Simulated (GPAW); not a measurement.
AlN: phonons with PBEsol+D3(BJ)

**What was measured.**

“Structural and optical properties of self-assembled AlN nanowires grown on SiO2/Si substrates by molecular beam epitaxy”, 2024, arxiv:2402.00216 quotes, for a bulk crystal of AlN at 0 K: band gap 6.0343 eV (an exciton energy, a little under the gap).

AlN:

```xyz
4
Lattice="3.1130 0.0000 0.0000 -1.5565 2.6959 0.0000 0.0000 0.0000 4.9810" Properties=species:S:1:pos:R:3 pbc="T T T"
Al    1.5565    0.8986    2.4905
Al    0.0000    1.7973    0.0000
N     1.5565    0.8986    4.3833
N     0.0000    1.7973    1.8928
```

```yaml
Program: GPAW 26.7.0
Task: phonons
Functional: PBEsol
Dispersion: D3(BJ)
Potentials_or_basis: PAW data sets generated in the run's folder for this functional
Cutoff: 680 eV
Basis: pw
k_mesh: 10 × 10 × 6
Occupations: fermi-dirac, width 0.05 eV
Spin: no spin polarisation
Maxiter: 150
Convergence: density=1e-06 eigenstates=1e-09
Supercell: 1 × 1 × 1
Supercell_k_mesh: 10 × 10 × 6
Displacement: 0.01
Relaxed_first: cell
Ecut_relax: 800
```

| Property | Result |
| --- | --- |
| Relaxed volume | 10.33 Å³/atom |
| Relaxed cell | a = 3.102 Å, b = 3.102 Å, c = 4.958 Å, α = 90.00°, β = 90.00°, γ = 120.00° |
| Space group after relaxing (to 0.05 Å) | P6_3mc (No. 186) |
| Pressure after relaxing | 0.0 GPa |
| Largest force after relaxing | 0.004 eV/Å |
| Band gap on the k mesh | 4.23 eV, direct |
| Highest phonon frequency at Γ, LO-TO splitting left out | 732 cm⁻¹ |
| Dispersion energy per atom | -0.228 eV |

Forces on the atoms (eV/Å):
```
Al   0.000  0.000 -0.004
Al   0.000  0.000 -0.004
N    0.000  0.000  0.004
N    0.000  0.000  0.004
```

Final structure:
```
Al N
1.0
     3.10172    0.00000    0.00000
    -1.55086    2.68617    0.00000
     0.00000    0.00000    4.95817
Al N
2 2
Direct
  0.66667 0.33333 0.49889
  0.33333 0.66667 0.99889
  0.66667 0.33333 0.88113
  0.33333 0.66667 0.38113
```

Levels at points of the mesh, in eV from the valence-band top:
```csv
k point,band 6,band 7,band 8,band 9,band 10,band 11
"(0.00, 0.00, 0.00)",-0.24,-0.24,0.00,4.23,6.64,10.60
"(0.00, 0.00, 0.50)",-0.58,-0.58,-0.58,6.47,6.47,10.30
"(0.50, 0.50, 0.00)",-2.16,-1.84,-0.72,5.69,5.69,8.18
"(0.50, 0.50, 0.50)",-1.52,-1.40,-1.40,5.21,5.21,9.18
```

Phonon frequencies in cm⁻¹ (negative: imaginary):
```
              q point                                frequencies
(0.000, 0.000, 0.000)  0 0 0 234 234 552 625 676 676 684 684 732
```

Wall time 18 min on 1 thread of Arm Neoverse V1 (shared host), peak memory 1.1 GiB.

Against the measured gap of AlN, 6.0343 eV (an exciton energy, a little under the gap; 0 K; quoted in “Structural and optical properties of self-assembled AlN nanowires grown on SiO2/Si substrates by molecular beam epitaxy”, 2024, arxiv:2402.00216), the calculated 4.23 eV is off by -1.81 eV. 2 values of this kind are on record (6.034 to 6.0343 eV); this one was drawn at random. The value is that of PBEsol+D3(BJ) on a finite k mesh, which can miss the band edges, without temperature or zero-point motion. Semilocal functionals fall short of measured gaps as a rule.

Caveat: the cutoff is short for stress and forces, so pressures can be off by a GPa or more; the LO-TO splitting is left out.
